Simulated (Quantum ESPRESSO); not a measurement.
# Ni3Ge under changes of volume

One of the cells (11.000 Å³/atom); the others are scaled copies at fixed shape and fractional positions:

```
Ge Ni
1.0
     3.53033    0.00000    0.00000
     0.00000    3.53033    0.00000
     0.00000    0.00000    3.53033
Ge Ni
1 3
Direct
  0.00000 0.00000 0.00000
  0.50000 0.50000 0.00000
  0.00000 0.50000 0.50000
  0.50000 0.00000 0.50000
```

The cell comes from a database or a generator and needn't be the stable form of this composition.

| Item | Value |
| --- | --- |
| Program | Quantum ESPRESSO 7.5 |
| Functional | PBEsol |
| Potentials or basis | GBRV 1.5 PBEsol |
| Cutoff | 612 eV |
| Density cutoff | 4898 eV |
| k mesh | 8 × 8 × 8 |
| Occupations | fermi-dirac, width 0.05 eV |
| Spin | collinear spin, ferromagnetic start |
| Starting moments | [0.0, 1.0, 1.0, 1.0] μB |

| volume (Å³/atom) | energy over the lowest point (meV/atom) | pressure (GPa) |
| --- | --- | --- |
| 10.340 | 26.21 | 14.2 |
| 10.560 | 10.31 | 8.5 |
| 10.780 | ? | ? |
| 11.000 | 0.00 | -1.2 |
| 11.220 | 4.04 | -5.2 |
| 11.440 | 13.31 | -8.8 |
| 11.660 | 27.23 | -12.0 |

Task: What does the run at 10.780 Å³/atom give?

Result: Energy over the lowest point 1.86 meV/atom; pressure 3.4 GPa.

Worked out: A Birch-Murnaghan fit of order 3 (a polynomial in V^(-2/3)) to the other rows has its minimum at 10.96 Å³/atom with B0 = V·E''(V) = 218 GPa and B' = 4.8. It gives 1.85 meV/atom at 10.780 Å³/atom, against the run's 1.86, and -dE/dV = 3.7 GPa, against 3.4.

Energies are extrapolated to zero smearing.
